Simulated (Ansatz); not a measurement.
## AlRu: course of a relaxation

Level of theory: DFT PBE, scalar-relativistic, plane waves, PAW (Ansatz). Settings: 420 eV cutoff, 18×18×18 k-mesh, Gaussian smearing of 0.10 eV, no spin polarisation.

What was changed: biaxial strain in the a-b plane, c and atoms relaxed: +4.5 %.

Command:

```bash
ansatz run input.yaml --threads 1 --pin off --max-ram 2560MiB --backend cpu --events-out ev --progress --plain --runs-dir out
```

Input:

```yaml
crystal:
  lattice:
    - [3.139364814, 0.0, 0.0]
    - [0.0, 3.139364814, 0.0]
    - [0.0, 0.0, 2.9230640804]
  atoms:
    - { symbol: Al, position: [0.0, 0.0, 0.0] }
    - { symbol: Ru, position: [0.5, 0.5, 0.5] }
basis:
  ecutwfc: 420
kpoints:
  mp_grid: { grid: [18, 18, 18] }
hamiltonian:
  xc: pbe
scf:
  occupations: { method: gaussian, width: 0.1 }
output:
  forces: true
  stress: true
  eigenvalues: true
relax:
  adjacent_minimum: "off"
  f_tol: 0.008
  max_steps: 40
  cell: { stress_tol: 0.015, fix: [a, b, gamma] }
```

F is the free energy. Steps run on the plane waves of an earlier cell, but the last one, and at times one on the way, on a freshly chosen basis, so a repeated geometry can differ a little in energy. The held parts of the cell keep their stress, so P needn't end at zero.

Steps:

| step | F − F(1) (eV) | largest force component (eV/Å) | V (Å³/atom) | P (GPa) |
| --- | --- | --- | --- | --- |
| 1 | 0.0000 | 0.000 | 14.404 | -10.36 |
| 2 | -0.0019 | 0.000 | 14.194 | -7.73 |
| 3 | -0.0027 | 0.000 | 14.272 | -8.73 |
| 4 | -0.0027 | 0.000 | 14.269 | -8.70 |
| 5 | -0.0026 | 0.000 | 14.269 | -8.70 |

Relaxed structure:

```xyz
2
Lattice="3.1394 0.0000 0.0000 0.0000 3.1394 0.0000 0.0000 0.0000 2.8955" Properties=species:S:1:pos:R:3 pbc="T T T"
Al    0.0000    0.0000    0.0000
Ru    1.5697    1.5697    1.4478
```

The structure is tetragonal, space group P4/mmm (No. 123). Conventional cell: a = 3.139 Å, b = 3.139 Å, c = 2.896 Å, α = 90.00°, β = 90.00°, γ = 90.00°. Al (site symmetry 4/mmm) has 8 Ru at 2.65 Å and 2 Al at 2.90 Å as nearest neighbours. Ru (site symmetry 4/mmm) is surrounded by 8 Al at 2.65 Å and 2 Ru at 2.90 Å.

The run converged. The run took 59 s on 1 thread of Arm Neoverse V2, with other jobs on the host, peak memory 0.48 GiB.